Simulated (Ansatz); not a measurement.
# TiCo3 (Pm-3m) in Ansatz: further runs

The runs below take TiCo3 through single point, with PBEsol.

All numbers are computed with Ansatz 0.2.0; they aren't measurements. Logs are shortened: lines on timing, memory, paths and dates and some standing lists are left out, and cuts for length are marked.

## Step 1: The crystal as given

It takes space group Pm-3m (No. 221, cubic). Conventional cell: a = 3.571 Å, b = 3.571 Å, c = 3.571 Å, α = 90.00°, β = 90.00°, γ = 90.00°. Around Co (site symmetry 4/mmm) lie 8 Co at 2.53 Å and 4 Ti at 2.53 Å. Around Ti (site symmetry m-3m) lie 12 Co at 2.53 Å.

## Step 2: Single point, PBEsol, collinear spin, program default start

The input, input.yaml:

```yaml
crystal:
  lattice:
    - [3.571, 0.0, 0.0]
    - [0.0, 3.571, 0.0]
    - [0.0, 0.0, 3.571]
  atoms:
    - { symbol: Co, position: [0.5, 0.5, 0.0] }
    - { symbol: Co, position: [0.5, 0.0, 0.5] }
    - { symbol: Co, position: [0.0, 0.5, 0.5] }
    - { symbol: Ti, position: [0.0, 0.0, 0.0] }
hamiltonian:
  xc: pbesol
  pseudopotentials: { kind: paw }
magnetization:
  spin_polarized: true
  initial_magnetization: 0.0
  spin_locking: { lock_magnetization: hard }
kpoints:
  mp_grid: { grid: [6, 6, 6] }
scf:
  occupations: { method: fermi_dirac, width: 0.05 }
  lower_state_search: "off"
output:
  forces: true
  stress: true
  eigenvalues: true
```

Potentials or basis: Ansatz PAW.

Started as:

```
$ ansatz run input.yaml --threads 2 --pin off --max-ram 5632MiB --backend cpu --events-out ev --progress --plain --runs-dir out
```

The program printed:

```text
Warning: output.stress: scf.convergence.dr2_threshold = 1e-7 eV (the SCF's general default) is looser than the 4e-10 eV advised for a printed stress (1e-10 eV for each atom of the cell: 4). What an SCF threshold leaves in a stress goes as its square root, and in the free energy as the threshold itself, and one threshold admits the most on a small cell: of the crystals measured, under no hybrid functional and no lock of the moments, on runs that ended without the residual-converged pass, on stresses that held no estimate of that error, the worst erred by over 100 MPa in a component at 1e-7 eV an atom and by under 5 at 1e-10. Set scf.convergence.dr2_threshold to 4e-10 eV or tighter. The threshold is an SCF's pass mark: one that does not reach it within its budget of iterations ends unconverged, or closes short of it on a stop that the run arms, and scf.convergence.dr2_threshold's page says what that costs each kind of run
Warning: RAYON_NUM_THREADS=2 ignored (pool sized by the plan → 2); use --threads N
Engine: ansatz 0.2.0, aarch64-unknown-linux-gnu
Pseudopotentials: kind: paw
Pseudopotential: Co, paw, valence charge 17, recommended cutoff 420 eV (normal), Co.paw.azcp
Pseudopotential: Ti, paw, valence charge 12, recommended cutoff 420 eV (normal), Ti.paw.azcp
Functional definition: PBEsol
  exchange = pbesol_x
  correlation = pbesol_c
Crystal: 4 atoms, lattice volume = 45.538 Å³
Basis set: ecut = 420 eV, 895 PW (Γ), exchange–correlation on 48×48×48 points (8 copies of the dense FFT grid, shifted against one another)
Bands: 38, of which v1, the nominal top of the filled ones, is band 32 counted from 1 (31 counted from 0)
Symmetry: 48 space group operations
Space group: Pm-3m (ITA 221), of the structure as read, at distance tolerance 3.6e-5 Å
k-points: 20 of 216
Non-local potential: Co, projectors of the file, l = 0: 3, l = 1: 2, l = 2: 3, l = 3: 1
Non-local potential: Ti, projectors of the file, l = 0: 3, l = 1: 2, l = 2: 3, l = 3: 1
PAW form: soft (Blöchl's): semilocal exchange-correlation on the pseudo side does not see the compensation charge
PAW frozen core: Co, regenerated for the run's functional, and the local potential with it (the file was generated under x = pbe(κ = 0.804, μ = 0.2195149727645171), c = pbe(β = 0.06672455060314922))
PAW frozen core: Ti, regenerated for the run's functional, and the local potential with it (the file was generated under x = pbe(κ = 0.804, μ = 0.2195149727645171), c = pbe(β = 0.06672455060314922))
PAW one-centre angular grid: Co, 590 points (default); XC on 64 Gauss nodes
PAW one-centre angular grid: Ti, 590 points (default); XC on 64 Gauss nodes
Initial density: superposition of atomic densities (chi_scale 0.1, normalization cell, long waves kept (reshape's long-wave potential 0.00 eV rms))
Initial wavefunctions: pseudopotential atomic-orbital guess
Functional: x = pbesol(κ = 0.804, μ = 0.12345679012345678), c = pbesol(β = 0.046)
SCF iter   1: F=—  HF=-17754.707049 eV  |F-HF|=—  |Δ(HF+E_count)|=         —  Δρ=5.78e-2 (↑5.78e-2 ↓5.78e-2)  dr2=3.26e0  dr2_m=0.00e0  M=0.000 μB ∫|m|=0.000 μB  β_m=0.30  ethr=3.10e-3  ⟨swp⟩=4.0  Hψ=2290  notcnv=0
preconditioner: auto → Kerker (q_TF=auto, 2.880 Å⁻¹)  [metal: Δε(μ)=0.052 eV  Ē_g=8.929 eV  σ=0.050 eV  W_gap=0.26  n_scr=18 (ndim 8)  ℏωp=33.5 eV  f_vac=0.000  D(μ)=4.37/eV (n_scr^D=56)]
spin=Collinear: Kerker preconditioning applied to the charge; magnetization (m = ρ↑ − ρ↓) channel mixes plain (no charge-response kernel on spin).
SCF iter   2: F=—  HF=-17754.217887 eV  |F-HF|=—  |Δ(HF+E_count)|=   4.89e-1  Δρ=2.31e-2 (↑2.31e-2 ↓2.31e-2)  dr2=9.57e-1  dr2_m=0.00e0  M=0.000 μB ∫|m|=0.000 μB  β_m=0.31  ethr=3.10e-3  ⟨swp⟩=2.0  Hψ=1255  notcnv=0  defer=17
SCF iter   3: F=—  HF=-17754.079695 eV  |F-HF|=—  |Δ(HF+E_count)|=   1.38e-1  Δρ=1.70e-2 (↑1.70e-2 ↓1.70e-2)  dr2=2.93e-1  dr2_m=0.00e0  M=0.000 μB ∫|m|=0.000 μB  β_m=0.39  ethr=1.52e-3  ⟨swp⟩=2.1  Hψ=999  notcnv=0  defer=17
SCF iter   4: F=—  HF=-17754.002320 eV  |F-HF|=—  |Δ(HF+E_count)|=   7.74e-2  Δρ=5.00e-3 (↑5.00e-3 ↓5.00e-3)  dr2=2.72e-2  dr2_m=0.00e0  M=0.000 μB ∫|m|=0.000 μB  β_m=0.61  ethr=4.65e-4  ⟨swp⟩=2.0  Hψ=1152  notcnv=0  defer=17
SCF iter   5: F=—  HF=-17754.007808 eV  |F-HF|=—  |Δ(HF+E_count)|=   5.49e-3  Δρ=5.63e-3 (↑5.63e-3 ↓5.63e-3)  dr2=4.21e-2  dr2_m=0.00e0  M=0.000 μB ∫|m|=0.000 μB  β_m=0.61  ethr=4.31e-5  ⟨swp⟩=2.0  Hψ=1286  notcnv=0  defer=19
SCF iter   6: F=—  HF=-17754.005048 eV  |F-HF|=—  |Δ(HF+E_count)|=   2.76e-3  Δρ=1.41e-3 (↑1.41e-3 ↓1.41e-3)  dr2=3.25e-3  dr2_m=0.00e0  M=0.000 μB ∫|m|=0.000 μB  β_m=0.80  ethr=4.31e-5  ⟨swp⟩=2.0  Hψ=1103  notcnv=0  defer=19
SCF iter   7: F=—  HF=-17754.004967 eV  |F-HF|=—  |Δ(HF+E_count)|=   8.11e-5  Δρ=9.76e-4 (↑9.76e-4 ↓9.76e-4)  dr2=1.35e-3  dr2_m=0.00e0  M=0.000 μB ∫|m|=0.000 μB  β_m=0.90  ethr=5.17e-6  ⟨swp⟩=1.1  Hψ=761  notcnv=0  defer=19
SCF iter   8: F=—  HF=-17754.004861 eV  |F-HF|=—  |Δ(HF+E_count)|=   1.06e-4  Δρ=5.19e-5 (↑5.19e-5 ↓5.19e-5)  dr2=4.65e-6  dr2_m=0.00e0  M=0.000 μB ∫|m|=0.000 μB  β_m=0.95  ethr=2.15e-6  ⟨swp⟩=1.6  Hψ=773  notcnv=0  defer=19
SCF iter   9: F=—  HF=-17754.004846 eV  |F-HF|=—  |Δ(HF+E_count)|=   1.50e-5  Δρ=2.96e-5 (↑2.96e-5 ↓2.96e-5)  dr2=1.33e-6  dr2_m=0.00e0  M=0.000 μB ∫|m|=0.000 μB  β_m=0.79  ethr=7.38e-9  ⟨swp⟩=2.6  Hψ=1216  notcnv=0  defer=19
SCF iter  10: F=—  HF=-17754.004846 eV  |F-HF|=—  |Δ(HF+E_count)|=   1.72e-7  Δρ=2.02e-5 (↑2.02e-5 ↓2.02e-5)  dr2=9.26e-7  dr2_m=0.00e0  M=0.000 μB ∫|m|=0.000 μB  β_m=0.89  ethr=2.11e-9  ⟨swp⟩=1.1  Hψ=744  notcnv=0  defer=19
SCF iter  11: F=-17754.004845 eV  HF=-17754.004845 eV  |F-HF|=1.14e-8  |Δ(HF+E_count)|=   6.93e-8  Δρ=2.78e-6 (↑2.78e-6 ↓2.78e-6)  dr2=1.32e-8  dr2_m=0.00e0  M=0.000 μB ∫|m|=0.000 μB  ethr=1.59e-10  ⟨swp⟩=7.0  Hψ=2586  notcnv=0
SCF 1 converged in 11 iterations: F = -17754.004845 eV  dr2 = 1.32e-8
SCF converged after 11 iterations
Stability checked in part: among states of this total moment the steps that led to this state did not find it unstable. No probe was made; neither looks for a lower state of another moment (fixed_total_moment; see scf.lower_state_search)
Magnetization: 0.0000 μB (31.5000 up, 31.5000 down)
Absolute magnetization: 0.0000 μB (∫|ρ↑−ρ↓|)
Spin contamination: 0.0000 ħ² per cell (⟨S²⟩ above its minimum at these occupations)
Per-site moments (μB) at R_I (Å): [(0.0, 1.0415948051920791), (0.0, 1.0415948051920791), (0.0, 1.0415948051920791), (0.0, 1.0415948051920791)]
Free energy (F): -17754.004845 eV
Harris-Foulkes:  -17754.004845 eV  (|F-HF|=1.14e-8)
Internal energy: -17753.956585 eV  (E = F + TS)
E sigma→0 (E₀):  -17753.980715 eV
Entropy (-TS):   -0.048261 eV (-12.065 meV/atom)
Fermi energy:    18.069577 (↑ 18.069577, ↓ 18.069577) eV
--- Per-component energies (eV) ---
  E_band       = -836.949287
  E_kinetic    = 1644.857587
  E_local      = -9458.584495  (includes V_loc(G=0)·N_el)
  E_nonlocal   = 1370.312326
  E_hartree    = 3988.866321
  E_xc         = -573.637042
  E_vxc        = -739.962518  (∫ρ·V_xc dr)
  E_paw        = -5468.914606  (= ΣΔE_a)
  E_vpaw       = -1631.315025  (= ΣTr[D̂ρ^β])
  E_aug_tail   = 0.000282  (compensation charges beyond the density's cutoff)
  E_ewald      = -9257.561599
  E_core_change = 0.704642  (= ΣΔE_core)
  E_smearing   = -0.048261  (= −TS)
  E_closure    = 0.000000  (closes the sum)
  Σ components = -17754.004845   (vs F -17754.004845, Δ=0.00e0)
--- Forces (eV/Å), atoms counted from 1 ---
  atom   1  Co     0.00000000    -0.00000000     0.00000000
  atom   2  Co     0.00000000    -0.00000000    -0.00000000
  atom   3  Co     0.00000000    -0.00000000    -0.00000000
  atom   4  Ti     0.00000000     0.00000000    -0.00000000
  max |Σ_I F_I| component: 4.24e-28 eV/Å
--- Stress (GPa, compression-positive) ---
       -8.229380      -0.000000       0.000000
       -0.000000      -8.229380       0.000000
        0.000000      -0.000000      -8.229380
  P = ⅓ Tr σ = -8.2294 GPa (-82.294 kbar)
--- Band table (eV; the first three rows and the last of 40) ---
  k-point 0 ↑: bands = ["-76.2821", "-76.2356", "-76.2356", "-39.7831", "-39.7831", "-39.7831", "-39.6441", "-39.6441", "-39.6441", "-39.5889", "-39.5889", "-39.5889", "-38.0126", "-14.3904", "-14.3904", "-14.3904", "10.0258", "13.7834", "13.7834", "14.2258", "14.6406", "14.6406", "14.6406", "16.8738", "16.8738", "16.8738", "18.0414", "18.0414", "18.5712", "18.7977", "18.7977", "18.7977", "20.6807", "20.6807", "21.3677", "21.3677", "21.3677", "21.6470"]
  k-point 1 ↑: bands = ["-76.2793", "-76.2383", "-76.2356", "-39.7759", "-39.7759", "-39.7725", "-39.6463", "-39.6463", "-39.6447", "-39.6047", "-39.5938", "-39.5938", "-38.0071", "-14.4078", "-14.3912", "-14.3912", "10.3988", "13.9109", "14.0137", "14.3722", "14.7716", "14.7969", "14.7969", "16.7189", "16.9747", "16.9747", "17.8905", "18.0648", "18.2083", "18.2083", "18.4229", "18.7981", "19.5990", "20.4663", "20.4663", "20.5234", "21.1621", "21.6227"]
  k-point 2 ↑: bands = ["-76.2721", "-76.2453", "-76.2355", "-39.7591", "-39.7591", "-39.7421", "-39.6536", "-39.6536", "-39.6459", "-39.6455", "-39.6031", "-39.6031", "-37.9963", "-14.4425", "-14.3929", "-14.3929", "11.4433", "13.8773", "14.5797", "14.7760", "15.1300", "15.2615", "15.2615", "16.3117", "16.9477", "16.9477", "17.4135", "17.4135", "17.4772", "17.8656", "17.9286", "18.1835", "18.7989", "19.6988", "19.6988", "20.2140", "20.8053", "21.5764"]
  k-point 19 ↓: bands = ["-76.2508", "-76.2508", "-76.2508", "-39.8623", "-39.7463", "-39.7463", "-39.7463", "-39.6168", "-39.6168", "-39.5775", "-39.5775", "-39.5775", "-38.0028", "-14.4318", "-14.4318", "-14.4318", "13.7424", "13.7424", "13.7424", "14.5429", "16.4737", "16.4737", "16.4737", "16.8581", "16.8581", "16.8581", "17.1660", "17.1660", "17.9947", "18.5907", "18.5907", "18.5907", "18.8741", "18.8741", "18.8741", "20.3049", "20.3049", "20.3049"]
```

Wall time 1.3 s (2 threads of Arm Neoverse V2, shared host); peak memory 0.34 GiB.

Results:

```yaml
Free_energy: -17754.0048 eV
Pressure: -8.2 GPa
Net_moment: 0.00 μB per cell
Absolute_moment: 0.00 μB per cell
```

Caveat: the total moment is fixed, so each spin has its own Fermi level; the PAW data sets come from PBE, with cores solved anew for the run's functional, which leaves a small shift of forces and pressure; the thresholds are loose for stress.

## Step 3: Single point, PBEsol, collinear spin, ferromagnetic start

The input, input.yaml:

```yaml
crystal:
  lattice:
    - [3.571, 0.0, 0.0]
    - [0.0, 3.571, 0.0]
    - [0.0, 0.0, 3.571]
  atoms:
    - { symbol: Co, position: [0.5, 0.5, 0.0], spin: 0.5142857143 }
    - { symbol: Co, position: [0.5, 0.0, 0.5], spin: 0.5142857143 }
    - { symbol: Co, position: [0.0, 0.5, 0.5], spin: 0.5142857143 }
    - { symbol: Ti, position: [0.0, 0.0, 0.0], spin: 0.2571428571 }
hamiltonian:
  xc: pbesol
  pseudopotentials: { kind: paw }
magnetization:
  spin_polarized: true
  initial_magnetization: 1.8
  spin_locking: { lock_magnetization: hard }
kpoints:
  mp_grid: { grid: [6, 6, 6] }
scf:
  occupations: { method: fermi_dirac, width: 0.05 }
  lower_state_search: "off"
output:
  forces: true
  stress: true
  eigenvalues: true
```

Potentials or basis: Ansatz PAW.

Started as:

```
$ ansatz run input.yaml --threads 2 --pin off --max-ram 5632MiB --backend cpu --events-out ev --progress --plain --runs-dir out
```

Run time: 2.4 s. Hardware: 2 threads of Arm Neoverse V2, shared host; peak memory 0.34 GiB.

Results (log left out):

| Item | Value |
| --- | --- |
| Free energy | -17754.0220 eV |
| Pressure | -5.9 GPa |
| Net moment | 1.80 μB per cell |
| Absolute moment | 2.51 μB per cell |
| Site moments | Co +0.71; Ti -0.22 μB |

Caveat: the total moment is fixed, so each spin has its own Fermi level; the PAW data sets come from PBE, with cores solved anew for the run's functional, which leaves a small shift of forces and pressure; the starting moments weren't kept; the thresholds are loose for stress.

## Step 4: Single point, PBEsol, collinear spin, ferromagnetic start

The input, input.yaml:

```yaml
crystal:
  lattice:
    - [3.571, 0.0, 0.0]
    - [0.0, 3.571, 0.0]
    - [0.0, 0.0, 3.571]
  atoms:
    - { symbol: Co, position: [0.5, 0.5, 0.0], spin: 1.0 }
    - { symbol: Co, position: [0.5, 0.0, 0.5], spin: 1.0 }
    - { symbol: Co, position: [0.0, 0.5, 0.5], spin: 1.0 }
    - { symbol: Ti, position: [0.0, 0.0, 0.0], spin: 0.5 }
hamiltonian:
  xc: pbesol
  pseudopotentials: { kind: paw }
magnetization:
  spin_polarized: true
  initial_magnetization: 3.5
  spin_locking: { lock_magnetization: hard }
kpoints:
  mp_grid: { grid: [6, 6, 6] }
scf:
  occupations: { method: fermi_dirac, width: 0.05 }
  lower_state_search: "off"
output:
  forces: true
  stress: true
  eigenvalues: true
```

Potentials or basis: Ansatz PAW.

Started as:

```
$ ansatz run input.yaml --threads 2 --pin off --max-ram 5632MiB --backend cpu --events-out ev --progress --plain --runs-dir out
```

The program printed:

```text
Warning: output.stress: scf.convergence.dr2_threshold = 1e-7 eV (the SCF's general default) is looser than the 4e-10 eV advised for a printed stress (1e-10 eV for each atom of the cell: 4). What an SCF threshold leaves in a stress goes as its square root, and in the free energy as the threshold itself, and one threshold admits the most on a small cell: of the crystals measured, under no hybrid functional and no lock of the moments, on runs that ended without the residual-converged pass, on stresses that held no estimate of that error, the worst erred by over 100 MPa in a component at 1e-7 eV an atom and by under 5 at 1e-10. Set scf.convergence.dr2_threshold to 4e-10 eV or tighter. The threshold is an SCF's pass mark: one that does not reach it within its budget of iterations ends unconverged, or closes short of it on a stop that the run arms, and scf.convergence.dr2_threshold's page says what that costs each kind of run
Warning: RAYON_NUM_THREADS=2 ignored (pool sized by the plan → 2); use --threads N
[... 7 set-up lines as earlier in the session ...]
[... 67 lines left out ...]
  atom   3  Co     0.00000000    -0.00000000     0.00000000
  atom   4  Ti    -0.00000000     0.00000000     0.00000000
  max |Σ_I F_I| component: 2.13e-28 eV/Å
--- Stress (GPa, compression-positive) ---
        0.087542       0.000000       0.000000
        0.000000       0.087542       0.000000
        0.000000       0.000000       0.087542
  P = ⅓ Tr σ = 0.0875 GPa (0.875 kbar)
--- Band table (eV; the first three rows and the last of 40) ---
  k-point 0 ↑: bands = ["-77.0606", "-77.0151", "-77.0151", "-40.5893", "-40.5893", "-40.5893", "-40.3641", "-40.3641", "-40.3641", "-40.3490", "-40.3490", "-40.3490", "-37.7494", "-14.1327", "-14.1327", "-14.1327", "9.9679", "13.4555", "13.4555", "13.6365", "14.2352", "14.2352", "14.2352", "16.3872", "16.3872", "16.3872", "17.2081", "17.2081", "17.7757", "18.1077", "18.1077", "18.1077", "20.4541", "20.4541", "21.3135", "21.3135", "21.3135", "21.6868", "21.6868", "21.6868"]
  k-point 1 ↑: bands = ["-77.0579", "-77.0178", "-77.0151", "-40.5843", "-40.5843", "-40.5808", "-40.3664", "-40.3664", "-40.3647", "-40.3610", "-40.3516", "-40.3516", "-37.7456", "-14.1505", "-14.1335", "-14.1335", "10.3394", "13.5789", "13.6812", "13.7913", "14.3544", "14.3872", "14.3872", "16.2497", "16.4762", "16.4762", "17.0690", "17.2238", "17.6094", "17.6094", "17.6385", "18.1081", "19.3173", "20.3080", "20.4352", "20.4352", "21.1556", "21.6603", "23.0740", "23.0740"]
  k-point 2 ↑: bands = ["-77.0509", "-77.0246", "-77.0150", "-40.5735", "-40.5735", "-40.5601", "-40.3887", "-40.3740", "-40.3740", "-40.3658", "-40.3546", "-40.3546", "-37.7380", "-14.1858", "-14.1352", "-14.1352", "11.3745", "13.6172", "14.2003", "14.2387", "14.6697", "14.8372", "14.8372", "15.8971", "16.4361", "16.4361", "16.7203", "16.8925", "16.8925", "17.1372", "17.3664", "17.3752", "18.1088", "19.6669", "19.6669", "20.0111", "20.9123", "21.6095", "25.0751", "25.0751"]
  k-point 19 ↓: bands = ["-75.5466", "-75.5466", "-75.5466", "-39.1385", "-39.0839", "-39.0839", "-39.0839", "-38.9106", "-38.9106", "-38.9106", "-38.8856", "-38.8856", "-37.9342", "-14.3729", "-14.3729", "-14.3729", "13.9925", "13.9925", "13.9925", "14.8318", "17.0902", "17.0902", "17.0902", "17.4093", "17.4093", "17.4093", "17.5412", "17.5412", "18.0114", "18.9133", "18.9133", "18.9133", "19.2842", "19.2842", "19.2842", "20.7121", "20.7121", "20.7121", "21.4342", "21.4342"]
```

Run time: 2.9 s. Hardware: 2 threads of Arm Neoverse V2, shared host; peak memory 0.34 GiB.

Results:

| Property | Result |
| --- | --- |
| Free energy | -17753.6537 eV |
| Pressure | 0.1 GPa |
| Net moment | 3.50 μB per cell |
| Absolute moment | 4.12 μB per cell |
| Site moments | Co +1.26; Ti -0.21 μB |

Caveat: the total moment is fixed, so each spin has its own Fermi level; the PAW data sets come from PBE, with cores solved anew for the run's functional, which leaves a small shift of forces and pressure; the starting moments weren't kept; the thresholds are loose for stress.

## Step 5: Single point, PBEsol, collinear spin, ferromagnetic start

The input, input.yaml:

```yaml
crystal:
  lattice:
    - [3.571, 0.0, 0.0]
    - [0.0, 3.571, 0.0]
    - [0.0, 0.0, 3.571]
  atoms:
    - { symbol: Co, position: [0.5, 0.5, 0.0], spin: 1.4857142857 }
    - { symbol: Co, position: [0.5, 0.0, 0.5], spin: 1.4857142857 }
    - { symbol: Co, position: [0.0, 0.5, 0.5], spin: 1.4857142857 }
    - { symbol: Ti, position: [0.0, 0.0, 0.0], spin: 0.7428571429 }
hamiltonian:
  xc: pbesol
  pseudopotentials: { kind: paw }
magnetization:
  spin_polarized: true
  initial_magnetization: 5.2
  spin_locking: { lock_magnetization: hard }
kpoints:
  mp_grid: { grid: [6, 6, 6] }
scf:
  occupations: { method: fermi_dirac, width: 0.05 }
  lower_state_search: "off"
output:
  forces: true
  stress: true
  eigenvalues: true
```

Started as:

```
$ ansatz run input.yaml --threads 2 --pin off --max-ram 5632MiB --backend cpu --events-out ev --progress --plain --runs-dir out
```

Run time: 2.9 s. Hardware: 2 threads of Arm Neoverse V2, shared host; peak memory 0.35 GiB.

It converged, with:

| Item | Value |
| --- | --- |
| Free energy | -17752.4981 eV |
| Pressure | 9.3 GPa |
| Net moment | 5.20 μB per cell |
| Absolute moment | 5.21 μB per cell |
| Site moments | Co +1.65; Ti +0.11 μB |

Caveat: the total moment is fixed, so each spin has its own Fermi level; the PAW data sets come from PBE, with cores solved anew for the run's functional, which leaves a small shift of forces and pressure; the thresholds are loose for stress.

## Step 6: The runs side by side

| spin | fixed moment (μB) | pressure (GPa) | moment (μB) |
| --- | --- | --- | --- |
| collinear, program default start | 0.0 | -8.2 | 0.00 |
| collinear, ferromagnetic start | 1.8 | -5.9 | 1.80 |
| collinear, ferromagnetic start | 3.5 | 0.1 | 3.50 |
| collinear, ferromagnetic start | 5.2 | 9.3 | 5.20 |

Alike in all rows: task single point; level PBEsol; potentials or basis Ansatz PAW; cell as given; k mesh 6 × 6 × 6; cutoff (eV) 420; smearing fermi-dirac 0.05 eV.

Caveats: the total moment is fixed, so each spin has its own Fermi level; the PAW data sets come from PBE, with cores solved anew for the run's functional, which leaves a small shift of forces and pressure; the thresholds are loose for stress; the starting moments weren't kept (some runs).

Absolute energies hang on the potentials; compare differences alone.
